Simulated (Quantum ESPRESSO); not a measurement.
Mn3Si:

```
Mn Si
1.0
     0.00000    2.86100    2.86100
     2.86100    0.00000    2.86100
     2.86100    2.86100    0.00000
Mn Si
3 1
Direct
  0.75000 0.75000 0.75000
  0.25000 0.25000 0.25000
  0.50000 0.50000 0.50000
  0.00000 0.00000 0.00000
```

Program: Quantum ESPRESSO 7.5. Alike in all runs: spin collinear, ferromagnetic start; cell as given; cutoff (eV) 612; smearing fermi-dirac 0.05 eV.

Order these runs on this cell by their pressure, lowest first.
A. level PBEsol+U; potentials or basis GBRV 1.5 PBEsol; U Mn d U = 1 eV; k mesh 7 × 7 × 7; hubbard projectors ortho-atomic; dos occupations tetrahedra_opt
B. level PBEsol; potentials or basis GBRV 1.5 PBEsol; k mesh 7 × 7 × 7; hubbard projectors ortho-atomic; dos occupations tetrahedra_opt
C. level LDA; potentials or basis GBRV 1.5 LDA; k mesh 6 × 6 × 6; form of the LDA correlation PZ81; k mesh for the Wannier functions 5 × 5 × 5
D. level PBEsol+U; potentials or basis GBRV 1.5 PBEsol; U Mn d U = 6 eV; k mesh 7 × 7 × 7; hubbard projectors ortho-atomic; dos occupations tetrahedra_opt
E. level PBEsol+U; potentials or basis GBRV 1.5 PBEsol; U Mn d U = 4 eV; k mesh 7 × 7 × 7; hubbard projectors ortho-atomic; dos occupations tetrahedra_opt

C (-23.6 GPa), B (-15.8 GPa), A (-0.6 GPa), E (36.9 GPa), D (49.8 GPa).

Caveats: the U is typed as a test and isn't derived for this compound (some runs); a pressure of tens of GPa on the cell as given is suspect, and the run, the potentials or the cell itself is likely at fault (some runs); so large a pressure means that the cell lies far from this level's equilibrium, or that cutoff or potentials fall short (some runs); the Wannier minimisation didn't converge (some runs).

Not every run made on this cell is shown here.
